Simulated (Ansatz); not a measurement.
HfO2:

```
Hf O
1.0
     5.08032    0.00000    0.00000
     0.00000    5.16487    0.00000
     0.00000    0.00000    4.89088
Hf O
4 8
Direct
  0.22259 0.78180 0.27207
  0.72259 0.71820 0.72793
  0.77741 0.21820 0.27207
  0.27741 0.28180 0.72793
  0.18682 0.16365 0.10453
  0.68682 0.33635 0.89547
  0.81318 0.83635 0.10453
  0.31318 0.66365 0.89547
  0.00000 0.50000 0.48905
  0.50000 0.00000 0.51095
  0.00000 0.00000 0.57562
  0.50000 0.50000 0.42438
```

The cell comes from a database or a generator and needn't be the stable form of this composition.

| Property | Result |
| --- | --- |
| Program | Ansatz 0.2.0 |
| Task | single point |
| Functional | PBE |
| Potentials or basis | all-electron LAPW, scalar-relativistic |
| Cutoff | 471 eV (chosen from the basis error) |
| Basis error allowed | 0.001 eV/atom |
| k mesh | 5 × 5 × 6 |
| Occupations | fermi-dirac, width 0.05 eV |
| Spin | no spin polarisation |

On this cell: pressure 9.9 GPa; largest force 0.187 eV/Å; band gap on the k mesh 3.85 eV, direct.

The same run follows on a disturbed copy (atoms moved at random, drawn with an rms of 0.05 Å):

```
CELL_PARAMETERS angstrom
5.08032 0.00000 0.00000
0.00000 5.16487 0.00000
0.00000 0.00000 4.89088
ATOMIC_POSITIONS crystal
Hf 0.21867 0.78346 0.26276
Hf 0.73548 0.72842 0.72561
Hf 0.78652 0.21945 0.28013
Hf 0.27710 0.28032 0.73745
O 0.18862 0.17097 0.10563
O 0.68695 0.33573 0.88541
O 0.81839 0.83544 0.11456
O 0.30014 0.65841 0.88470
O 0.00489 0.49480 0.49359
O 0.50381 0.99266 0.51512
O 0.99702 0.99322 0.57522
O 0.49415 0.50516 0.43016
```

Task: What does the disturbed cell give?

Result: The energy moves by +28.1 meV/atom; pressure 10.0 GPa; largest force 1.900 eV/Å; band gap on the k mesh 3.79 eV, direct.

Forces on the atoms (eV/Å):
```
Hf   0.985 -0.795  0.497
Hf  -1.083 -1.513  0.257
Hf  -1.605  0.734 -0.705
Hf   0.963  0.360 -1.355
O   -0.238 -0.583  1.112
O    0.321 -0.305  1.088
O   -0.307 -0.114 -0.435
O    0.088  0.724  0.917
O   -0.304  0.303 -0.426
O   -0.479  0.817 -0.396
O    0.880  0.735  0.111
O    0.778 -0.363 -0.666
```

Stress tensor (GPa, compression positive):
```
 9.05  0.55 -1.71
 0.55 10.02 -0.20
-1.71 -0.20 10.78
```

Caveats: spin-orbit coupling is left out, which moves the levels of the heavy elements; an odd mesh through Γ misses points on the zone boundary, where band edges often lie.
